Q: I have been comparing the elastic results for boron arsenide from seven density functionals. Every time the cell gets larger, the bulk modulus gets smaller, without exception. My reading is that some functionals simply make weaker and softer B–As bonds, and that a weak bond is both longer and easier to squeeze. Is there anything wrong with that?

GPAW 26.7.0, plane-wave PAW DFT for BAs (F-43m, given cell 13.63 Å³/atom), without spin polarisation, spin–orbit coupling or a separate dispersion correction. Cutoff 800 eV, 8 × 8 × 8 k mesh, Fermi–Dirac smearing 0.05 eV. Equilibrium volumes, bulk moduli and their pressure slopes come from fits to energies at seven volumes, 94–106 % of the given cell.

```
functional                                           potentials  equilibrium volume (Å³/atom)  equilibrium volume change (% of the given cell)  bulk modulus (GPa)  bulk modulus slope
       LDA                                          JTH-PAW-2.0                        13.211                                           -3.040              147.40               4.110
       PBE  PAW-data-sets-made-by gpaw-setup-for-the-functional                        13.962                                            2.470              132.30               4.140
    PBEsol  PAW-data-sets-made-by gpaw-setup-for-the-functional                        13.610                                           -0.120              141.40               4.140
    revPBE                 GPAW-PAW-data-sets-(gpaw-data-1.2.1)                        14.171                                            4.000              127.20               4.140
optB88-vdW                 GPAW-PAW-data-sets-(gpaw-data-1.2.1)                        14.036                                            3.000              129.00               4.520
optPBE-vdW                 GPAW-PAW-data-sets-(gpaw-data-1.2.1)                        14.174                                            4.020              125.40               4.510
 vdW-DF-cx                 GPAW-PAW-data-sets-(gpaw-data-1.2.1)                        13.814                                            1.380              135.80               4.490
```

A: The trend does hold in all seven rows, though they are a selection: runs that failed or met a known fault of the program were left out, so "without exception" covers only what is shown. Your reading of it is natural, but it rests on an uneven comparison. Each bulk modulus in the table belongs to that functional's own equilibrium volume. Going from LDA to optPBE-vdW, you change the description of the electrons, and you also stretch the crystal by about 7 % in volume. Stretching alone makes a covalent crystal easier to compress. If your softer bonds are real, they should still be softer when all functionals are given the same atoms in the same places.

Q: Can that be read from these calculations?

A: For the four functionals without nonlocal correlation it can, because the runs also gave the pressure at several fixed volumes. Take the given cell, make it 2 % smaller and 2 % larger, and see how much the pressure changes. The stiffness found this way is 130 GPa for LDA, 141 for PBEsol, 146 for PBE and 149 for revPBE. The functional with the smallest cell and the highest modulus in the table is now the softest. Softer bonds would give the opposite order, so your explanation of the trend fails. Whether the bonds are also weaker, in the sense of a smaller binding energy, is a separate question that this test doesn't touch.

Q: What about the three van der Waals functionals?

A: Their runs have no pressures, so I carry the modulus in the table back to the common volume. For that I use the bulk modulus slope, which tells by how many GPa the modulus rises per GPa of pressure. All three come out at 144 GPa or more, stiffer than PBEsol and LDA. They stay stiffer than both if I replace their own slopes by the lower one of the other four rows, and the curvature of their calculated energies around the common volume agrees. Their order among the other large-cell functionals does depend on that choice, so I would not lean on it.

Q: But at the common volume PBE is being squeezed, because it wants a larger cell, while LDA is being stretched. Isn't a squeezed crystal bound to be stiffer?

A: That objection contains the second explanation, and it is better than the first. Suppose all functionals agreed on how stiff boron arsenide is at each volume, and disagreed only on where the crystal comes to rest. A functional that prefers a larger cell would then stop further along the same curve, where the bonds are longer and the modulus is lower. The trend in the table would follow from the resting points alone. But at one common volume the stiffness would then be the same for every functional, squeezed or not, and we have just seen it run from 130 to 149 GPa.

Q: So the shared curve is wrong too. Is it badly wrong, or only a little?

A: Let us work out one case. Call the modulus of the reference functional B0, its equilibrium volume V0 and the bulk modulus slope B′. If the modulus rises in proportion to pressure, which is Murnaghan's equation, the shared curve is

B_curve(V) = B0 (V0/V)^B′

Take PBEsol as the reference and go to the volume of revPBE. With 4.13, the mean slope of the four rows without nonlocal correlation, this gives

141.4 GPa × (13.610/14.171)^4.13 = 119.7 GPa

The revPBE calculation itself gives 127.2 GPa. The shared curve has the right direction, but it predicts a fall of about 22 GPa where only 14 GPa occurs. It exaggerates the change in every other row as well, including LDA, where it predicts too large a rise. Stretching therefore accounts for the sign of your trend, while something else takes back part of its size.

Q: What could take it back?

A: Think of the difference between two functionals as an extra pressure acting on the same crystal. Compared with PBEsol, PBE pushes the atoms outward, and this moves the equilibrium to a larger cell. If the push were the same at every volume, it would shift the resting point and leave the stiffness at each volume untouched, which is exactly the shared curve. The calculated push is not constant. It falls from 3.9 GPa at the smallest volume of the runs to 3.3 GPa at the largest.

Q: Why should a fading push make the crystal stiffer?

A: Because stiffness is the change of pressure with volume. When you compress the crystal, the outward push grows, and it resists you in addition to the ordinary resistance of the bonds. When you expand it, the push weakens and helps you less. So the same difference between functionals does two things. It stretches the crystal, which softens it, and it adds some stiffness of its own. The first effect is the larger one, so the modulus still falls.

Q: Where does the outward push come from?

A: The pressures show that it exists, but its origin has to be argued from the construction of the functionals. LDA treats each point as part of a uniform electron gas. The others also look at how fast the density varies, and their exchange energy favours an uneven density. Pulling atoms apart makes the density between them thinner and more uneven, so this term rewards expansion. The reward is weak in PBEsol, stronger in PBE and stronger still in revPBE where the density varies rapidly, and the equilibrium volumes follow that order.

Q: And why does it fade?

A: Imagine the atoms far apart. Each functional then gives some energy for the free atoms, and the difference between two functionals is a constant that no longer depends on volume. A constant energy exerts no pressure, so the push must finally vanish. This argument fixes the end point only. That the push is already fading near equilibrium, and how fast, we know from the calculated pressures.

Q: Can this be turned into an estimate?

A: Write the extra pressure as ΔP and let it fade as V^−m, where a larger m means faster fading. It adds m ΔP to the stiffness. At the new equilibrium the push just balances the inward pull of the stretched reference crystal, and Murnaghan's equation gives that pull:

ΔP = (B0 − B_curve)/B′

B = B_curve + (m/B′)(B0 − B_curve)

The second line says that a fixed fraction, m/B′, of the expected softening is recovered. A straight-line fit of log ΔP against log V, for PBE relative to PBEsol at the seven volumes of the runs, gives m = 1.54. The recovered fraction is then 1.54/4.13, or about 37 %.

For revPBE the shared curve lost about 22 GPa, so about 8 GPa comes back. The estimate rises from 119.7 to about 128 GPa, against the calculated 127.2 GPa.

Q: Isn't that circular? You took m from the calculations and then predicted the calculations.

A: For PBE it is. Its pressures supplied m, so its good agreement shows only that pressures and energies of the same runs are consistent. The modulus and pressures of revPBE played no part in finding m, and neither did anything from the three van der Waals functionals. What each of them supplies is its equilibrium volume; the slope of revPBE also enters the mean of 4.13, but leaving it out makes no visible difference. For these four rows the estimate is at most 2.3 GPa too high, whereas the shared curve is 2.8 to 7.5 GPa too low. Their atomic potentials come from another source than those of PBEsol, so I would not interpret the remaining misses of a GPa or two.

Q: You have left out LDA.

A: LDA is where the borrowed fraction fails. The estimate is 153 GPa and the calculation gives 147.4 GPa. The pressures show why: the push of PBEsol relative to LDA fades faster, with an exponent of about 2.7 instead of 1.5. Using that exponent repairs the estimate, but this is again a consistency check and not a prediction.

Q: Why would the step from LDA be different?

A: One plausible reason is that this step switches the gradient dependence on, while the steps among the others change its strength and form. I can't prove it from these runs. The LDA row also uses a different family of atomic potentials. The makers of these data caution, from their tests on other systems, that this outside data set is cut short; the LDA run itself converged without any warning. Part of the difference may still come from the potentials, and these runs can't show how much. I would therefore use the 37 % only among functionals that contain gradients.

Q: I also expected van der Waals attraction to pull the crystal together. Two of those three functionals give a larger cell than PBE.

A: The attraction is there, since nonlocal correlation is built into these functionals, with no separate correction added. But they also have their own exchange, and that can push outward more than the attraction pulls inward. All three use the same nonlocal correlation, and still their volumes spread by 2.6 %. Among them, then, the differences in cell size come mainly from the exchange. The name "van der Waals" alone doesn't tell you whether a cell will be small.

Q: Their bulk modulus slopes are near 4.5 instead of 4.1. Is that the attraction showing itself?

A: I would not read it that way. The energies of these three runs scatter about ten times more around the fitted curve than those of the other four, and in all three the curvature drops too abruptly at the same place, just above the given volume. A physical difference in slope should be spread over all volumes. That looks like a common numerical error, although its cause is not known. It also limits the comparison of revPBE with optPBE-vdW, which have practically the same volume and differ in modulus by less than 2 GPa. That difference deserves no physical explanation.

Q: Suppose I need a bulk modulus for boron arsenide from one of these functionals. Should I relax the cell first?

A: Yes, with that same functional, if you want the modulus at zero pressure. In a common fixed cell most functionals are under pressure or tension, and this nearly reverses the ranking. With relaxed cells LDA is the stiffest of the seven, and at the common cell it is the softest. A modulus from one procedure should never be compared with a modulus from the other as if only the functional had changed. Which value is closest to a real crystal can't be decided here, because the table has no measured modulus, and thermal motion is not included.

Q: And if I switch to another gradient functional and know only the new volume?

A: Then you can make a quick estimate for this compound, starting from the volume and modulus of PBEsol. Stretching costs about 4.1 % of the modulus for each percent of volume, and the fading push returns about 1.5 %. The net loss is about 2.6 % per percent. For a related covalent crystal I would expect the same competition, but the size of the returned part would have to be found again from two functionals and their pressures at a few volumes.
